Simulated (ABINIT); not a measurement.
Runs of ABINIT 10.8.3 (patched build) on P. Symmetry: R-3m, No. 166, trigonal system. The conventional cell has a = 3.451 Å, b = 3.451 Å, c = 9.389 Å, α = 90.00°, β = 90.00°, γ = 120.00°. P (site symmetry 3m) has 3 P at 2.29 Å as nearest neighbours. This isn't the form of P at room conditions, which is orthorhombic.

```tsv
task	level	potentials or basis	cell	k mesh	cutoff (eV)	cell freedom (optcell)	optimiser (ionmov)	cutoff smearing ecutsm (Ha)	force stop (Ha/bohr)	bands in the sums	gap on the mesh (eV)	pressure (GPa)	relaxed volume (Å³/atom)	largest force (eV/Å)
relaxation of cell and atoms	LDA	PseudoDojo NC SR LDA v0.4.1 standard	relaxed	7 × 7 × 7	653	2	2	0.5	2e-05	-	none	0.0	15.03	-
optical spectrum	LDA	PseudoDojo NC SR LDA v0.4.1 standard	as given	10 × 10 × 10	490	-	-	-	-	17	none	(a)	-	0.20
single point	LDA	PseudoDojo NC SR LDA v0.4.1 standard	as given	7 × 7 × 7	490	-	-	-	-	-	none	(b)	-	0.13
relaxation of cell and atoms	PBEsol	PseudoDojo NC SR PBEsol v0.4.1 standard	relaxed	7 × 7 × 7	599	2	2	0.5	2e-05	-	none	0.0	15.23	-
```

Alike in all rows: no spin polarisation; smearing fermi-dirac 0.05 eV.

Q: Fill in the values left out.

A: (a) -3.2; (b) -3.4.

Caveats: the intraband (Drude) term is left out (some runs); spectra need much finer meshes, so this one isn't converged (some runs).

A k mesh can miss the band edges.

A gap of «none» marks a metal or a gap under the smearing width.

Not every run made on this cell is shown here.
